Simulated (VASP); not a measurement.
Set up this calculation in VASP 6.6.1, as the native input.

- Task: single point
- Functional: PBE
- Potentials or basis: VASP PAW PBE potentials, release 64 (Nb_sv, As)
- Cutoff: 520 eV
- k mesh: 18 × 18 × 18
- Occupations: gaussian, width 0.1 eV
- Spin: no spin polarisation
- Dipole correction: no
- Further INCAR settings: ALGO = Normal; EDIFF = 1e-07; NBANDS = 16

The structure of NbAs lies in POSCAR:

```
NbAs
1.0
    3.2174249652      0.0000000000      0.0000000000
    0.0000000000      3.2174249652      0.0000000000
    0.0000000000      0.0000000000      3.2174249652
Nb As
1 1
Direct
    0.0000000000      0.0000000000      0.0000000000
    0.5000000000      0.5000000000      0.5000000000
```

The cell was built by a generator and needn't be a form met in nature.

The input as run:

INCAR

```
  PREC = Accurate
  ENCUT = 520
  EDIFF = 1E-7
  ISMEAR = 0
  SIGMA = 0.1
  LREAL = F
  LASPH = T
  NELM = 100
  ALGO = Normal
  ISIF = 2
  LWAVE = F
  LCHARG = F
  GGA = PE
  NBANDS = 16
```

KPOINTS

```
Automatic mesh
0
Gamma
  18 18 18
```

Potentials or basis: VASP PAW PBE potentials, release 64 (Nb_sv, As).

Run with:

```bash
$ cat potpaw_PBE.64/Nb_sv/POTCAR potpaw_PBE.64/As/POTCAR > POTCAR
$ mpirun -np 1 vasp_std > vasp.out
```

It gave:

```
Pressure               : 0.0 GPa
Band gap on the k mesh : none (metal or under the smearing width)
```

Run time: 31 s on 1 thread of Intel(R) Xeon(R) 6975P-C (Granite Rapids), with other jobs on the host, peak memory 0.23 GiB.
